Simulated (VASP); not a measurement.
Input of a VASP 6.6.1 run:

Contents of INCAR:

```
ALGO = Normal
EDIFF = 1E-7
EDIFFG = -0.01
ENCUT = 600
GGA = PE
IBRION = 2
ISIF = 2
ISMEAR = 0
IVDW = 12
LASPH = T
LCHARG = F
LREAL = F
LWAVE = F
NELM = 80
NSW = 40
PREC = Accurate
SIGMA = 0.03
```

Contents of KPOINTS:

```
k-points
0
Gamma
  10 10 10
```

File POSCAR:

```
SiC                                     
1.0
    0.0000000000      2.1736476167      2.1736476167
    2.1736476167      0.0000000000      2.1736476167
    2.1736476167      2.1736476167      0.0000000000
  Si              C             
     1     1
Direct
     0.0000000000000000    0.0000000000000000    0.0000000000000000
     0.2500000000000000    0.2500000000000000    0.2500000000000000
```

Potentials or basis: VASP PAW PBE potentials, release 64 (Si, C).

Run with:

```console
$ cat potpaw_PBE.64/Si/POTCAR potpaw_PBE.64/C/POTCAR > POTCAR
$ mpirun -np 1 vasp_std > vasp.out
```

(1) Estimate the band gap on the k mesh.

(2) What does it give for the dispersion energy per atom?

## Answers

(1) 1.35 eV, indirect (least direct gap 4.55 eV).

(2) -0.303 eV.

Caveat: the relaxation stopped at its first step, so nothing moved.

**What was measured.**

“Insight into the structural, elastic and electronic properties of a new orthorhombic 6O-SiC polytype”, 2020, pmc:7200658 quotes, for a bulk crystal of SiC: band gap 2.4 eV (indirect).

Against the measured gap of SiC, 2.4 eV (indirect; quoted in “Insight into the structural, elastic and electronic properties of a new orthorhombic 6O-SiC polytype”, 2020, pmc:7200658), the calculated 1.35 eV is off by -1.05 eV. The value is that of PBE+D3(BJ) on a finite k mesh, which can miss the band edges, without temperature or zero-point motion. Semilocal functionals fall short of measured gaps as a rule.
